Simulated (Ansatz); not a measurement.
Relaxed (100) slab cut from GaP (space group F-43m (No. 216)); the slab's formula is Ga5P6, its outer planes P (top) and P (bottom):

```xyz
11
Lattice="3.8927 0.0000 0.0000 0.0000 3.8927 0.0000 0.0000 0.0000 28.7627" Properties=species:S:1:pos:R:3 pbc="T T T"
P     0.0000    1.9463    7.5267
Ga    1.9463    1.9463    8.8523
P     1.9463    0.0000   10.2665
Ga    0.0000    0.0000   11.6187
P     0.0000    1.9463   13.0049
Ga    1.9463    1.9463   14.3813
P     1.9463    0.0000   15.7578
Ga    0.0000    0.0000   17.1440
P     0.0000    1.9463   18.4961
Ga    1.9463    1.9463   19.9104
P     1.9463    0.0000   21.2360
```

Theory: DFT PBE, scalar-relativistic, plane waves, PAW (Ansatz). Cutoff 420 eV; k points 7×7×1 on the computed 11-atom cell (Γ-centred); Gaussian smearing, width 0.05 eV; no spin polarisation. The cell repeats along c with a dipole correction in the vacuum.

The potential is the smooth part; its values at the atoms depend on the PAW datasets.

(1) How does the plane-averaged electrostatic potential energy of an electron run along c, counted from the Fermi level?

## Answers

(1)
| z (Å) | V (eV) |
| --- | --- |
| 2.59 | 6.26 |
| 2.88 | 6.26 |
| 3.16 | 6.26 |
| 3.45 | 6.26 |
| 3.74 | 6.26 |
| 4.03 | 6.26 |
| 4.31 | 6.26 |
| 4.60 | 6.25 |
| 4.89 | 6.24 |
| 5.18 | 6.22 |
| 5.46 | 6.18 |
| 5.75 | 6.07 |
| 6.04 | 5.83 |
| 6.33 | 5.28 |
| 6.62 | 4.06 |
| 6.90 | 1.32 |
| 7.19 | -2.46 |
| 7.48 | -4.68 |
| 7.77 | -4.54 |
| 8.05 | -2.99 |
| 8.34 | -1.92 |
| 8.63 | -1.80 |
| 8.92 | -1.78 |
| 9.20 | -1.62 |
| 9.49 | -1.61 |
| 9.78 | -2.92 |
| 10.07 | -4.93 |
| 10.35 | -5.41 |
| 10.64 | -4.11 |
| 10.93 | -2.58 |
| 11.22 | -2.18 |
| 11.51 | -2.28 |
| 11.79 | -2.24 |
| 12.08 | -2.08 |
| 12.37 | -2.56 |
| 12.66 | -4.33 |
| 12.94 | -5.67 |
| 13.23 | -5.13 |
| 13.52 | -3.29 |
| 13.81 | -2.22 |
| 14.09 | -2.26 |
| 14.38 | -2.36 |
| 14.67 | -2.26 |
| 14.96 | -2.22 |
| 15.24 | -3.29 |
| 15.53 | -5.13 |
| 15.82 | -5.67 |
| 16.11 | -4.33 |
| 16.39 | -2.56 |
| 16.68 | -2.08 |
| 16.97 | -2.24 |
| 17.26 | -2.28 |
| 17.55 | -2.18 |
| 17.83 | -2.58 |
| 18.12 | -4.11 |
| 18.41 | -5.41 |
| 18.70 | -4.93 |
| 18.98 | -2.92 |
| 19.27 | -1.61 |
| 19.56 | -1.62 |
| 19.85 | -1.78 |
| 20.13 | -1.80 |
| 20.42 | -1.92 |
| 20.71 | -2.99 |
| 21.00 | -4.54 |
| 21.28 | -4.68 |
| 21.57 | -2.46 |
| 21.86 | 1.32 |
| 22.15 | 4.06 |
| 22.43 | 5.28 |
| 22.72 | 5.83 |
| 23.01 | 6.07 |
| 23.30 | 6.18 |
| 23.59 | 6.22 |
| 23.87 | 6.24 |
| 24.16 | 6.25 |
| 24.45 | 6.26 |
| 24.74 | 6.26 |
| 25.02 | 6.26 |
| 25.31 | 6.26 |
| 25.60 | 6.26 |
| 25.89 | 6.26 |
| 26.17 | 6.26 |

The vacuum level lies 6.26 eV above the Fermi level.

Cost: 1 run of about 3.8 core-minutes, on Intel Xeon Platinum 8259CL (Skylake/Cascade Lake) (shared hosts).